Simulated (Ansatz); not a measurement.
**ZrSe2 under changes of volume**

One of the cells (25.784 Å³/atom); the others are scaled copies at fixed shape and fractional positions:

```
Zr Se
1.0
     3.79800    0.00000    0.00000
    -1.89900    3.28916    0.00000
     0.00000    0.00000    6.19200
Zr Se
1 2
Cartesian
  0.0000 0.0000 0.0000
  1.8990 1.0964 4.6440
  0.0000 2.1928 1.5480
```

- Program: Ansatz 0.2.0
- Functional: PBEsol
- Potentials or basis: all-electron LAPW, scalar-relativistic
- Cutoff: 216 eV (chosen from the basis error)
- Basis error allowed: 0.002 eV/atom
- k mesh: 8 × 8 × 5
- Occupations: fermi-dirac, width 0.05 eV
- Spin: no spin polarisation

```tsv
volume (Å³/atom)	energy over the lowest point (meV/atom)	pressure (GPa)	gap on the mesh (eV)	largest force (eV/Å)
24.237	14.50	4.2	0.29	0.806
24.753	?	?	?	?
25.268	0.00	0.4	0.34	0.308
25.784	1.26	-1.2	0.36	0.085
26.300	7.46	-2.6	0.38	0.123
26.815	18.11	-3.9	0.40	0.316
27.331	32.76	-5.1	0.42	0.495
```

Q: What does the run at 24.753 Å³/atom give?

A: Energy over the lowest point 4.21 meV/atom; pressure 2.2 GPa; gap on the mesh 0.31 eV; largest force 0.548 eV/Å.

Worked out: A Birch-Murnaghan fit of order 3 (a polynomial in V^(-2/3)) to the other rows has its minimum at 25.40 Å³/atom with B0 = V·E''(V) = 82 GPa and B' = 4.1 at fixed shape and positions, which overstates the stiffness. It gives 4.20 meV/atom at 24.753 Å³/atom, against the run's 4.21, and -dE/dV = 2.2 GPa, against 2.2. A straight line through the other rows of the gap, of slope 1.07 eV per unit of ln V, gives 0.32 eV, against the run's 0.31.

Energies are extrapolated to zero smearing.

Caveats: an odd mesh through Γ misses points on the zone boundary, where band edges often lie; this functional lacks dispersion, which binds the layers, so the pressure and a relaxed spacing across them are unreliable. Spin-orbit coupling on Se, Zr is left out.
